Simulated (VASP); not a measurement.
C in VASP 6.6.1, single-point calculation

INCAR

```
EDIFF = 1E-7
LCHARG = .FALSE.
NBANDS = 11
ISMEAR = -1
NELM = 120
NELECT = 9
LASPH = .TRUE.
LWAVE = .FALSE.
PREC = Accurate
NSW = 0
ENCUT = 520
GGA = PS
LREAL = .FALSE.
SIGMA = 0.02
ISIF = 2
IBRION = -1
```

KPOINTS

```
KPOINTS created by Atomic Simulation Environment
0
Gamma
12 12 12
0 0 0
```

POSCAR

```
C
 1.0000000000000000
     0.0000000000000000    1.7267204183000000    1.7920512418000001
     1.7267204183000000    0.0000000000000000    1.7920512418000001
     1.7267204183000000    1.7267204183000000    0.0000000000000000
 C
   2
Cartesian
  0.0000000000000000  0.0000000000000000  0.0000000000000000
  0.8633602091499999  0.8633602091499999  0.8960256208999998
```

The recommended PBE PAW datasets give the neutral cell 8 valence electrons.

Command

```
mpirun -np 1 vasp_std
```

Task: How does this run end, and what does it give?

Result: It converged. Results: pressure 296.2 GPa.

OSZICAR

```
N       E                     dE             d eps       ncg     rms          rms(c)
DAV:   1     0.193837465736E+02    0.19384E+02   -0.52542E+03  3670   0.774E+02
DAV:   2    -0.370454961190E+01   -0.23088E+02   -0.22125E+02  4613   0.143E+02
DAV:   3    -0.418013718647E+01   -0.47559E+00   -0.47238E+00  4195   0.159E+01
DAV:   4    -0.418086951273E+01   -0.73233E-03   -0.73230E-03  3856   0.775E-01
DAV:   5    -0.418087045798E+01   -0.94526E-06   -0.94571E-06  4110   0.245E-02    0.766E+00
DAV:   6    -0.313947984370E+01    0.10414E+01   -0.10146E+00  3711   0.767E+00    0.381E+00
DAV:   7    -0.290362306827E+01    0.23586E+00   -0.41660E-01  4016   0.505E+00    0.124E+00
DAV:   8    -0.290358603004E+01    0.37038E-04   -0.14472E-02  4099   0.102E+00    0.191E-01
DAV:   9    -0.290236174619E+01    0.12243E-02   -0.27253E-03  3726   0.389E-01    0.181E-02
DAV:  10    -0.290236284868E+01   -0.11025E-05   -0.44011E-05  4045   0.638E-02    0.171E-02
DAV:  11    -0.290236231982E+01    0.52886E-06   -0.30480E-06  3862   0.134E-02    0.251E-03
DAV:  12    -0.290236217234E+01    0.14748E-06   -0.10668E-07  2433   0.274E-03    0.846E-04
DAV:  13    -0.290236214640E+01    0.25945E-07   -0.21360E-09  1850   0.493E-04
   1 F= -.29023621E+01 E0= -.29020045E+01  d E =-.715230E-03
```

The cell is charged and sits in a uniform background.

For comparison, a separate PBE run of the intended cell, on usual settings and not on those above, gives a gap of 3.80 eV on its mesh and a pressure of 32.0 GPa.
